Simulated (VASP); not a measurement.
GaP, 2 atoms in the cell. It takes space group F-43m (No. 216, cubic). The conventional cell has a = 5.451 Å, b = 5.451 Å, c = 5.451 Å, α = 90.00°, β = 90.00°, γ = 90.00°. Ga (site symmetry -43m) is surrounded by 4 P at 2.36 Å. P (site symmetry -43m) has 4 Ga at 2.36 Å as nearest neighbours. 

* Program: VASP 6.6.1
* Task: relaxation of cell and atoms
* Functional: PBE
* Dispersion: rVV10
* Potentials or basis: VASP PAW PBE potentials, release 64 (Ga_d, P)
* Cutoff: 600 eV
* k mesh: 8 × 8 × 8
* Occupations: fermi-dirac, width 0.05 eV
* Spin: no spin polarisation
* Further INCAR settings: ALGO = Fast; EDIFF = 1e-06; IBRION = 2; EDIFFG = -0.01; NSW = 40; ISIF = 3

Potentials or basis: VASP PAW PBE potentials, release 64 (Ga_d, P).

Command:

```bash
$ cat potpaw_PBE.64/Ga_d/POTCAR potpaw_PBE.64/P/POTCAR > POTCAR
$ mpirun -np 1 vasp_std > vasp.out
```

Hardware: 1 thread of AMD EPYC 7R13 Processor (Zen 3), on a shared host.

Question: How long does it take, and how much memory?

Answer: Run time: 2 min on 1 thread of AMD EPYC 7R13 Processor (Zen 3), with other jobs on the host, peak memory 0.29 GiB. Counts: scf iterations 29, k points 29, ion steps 3.
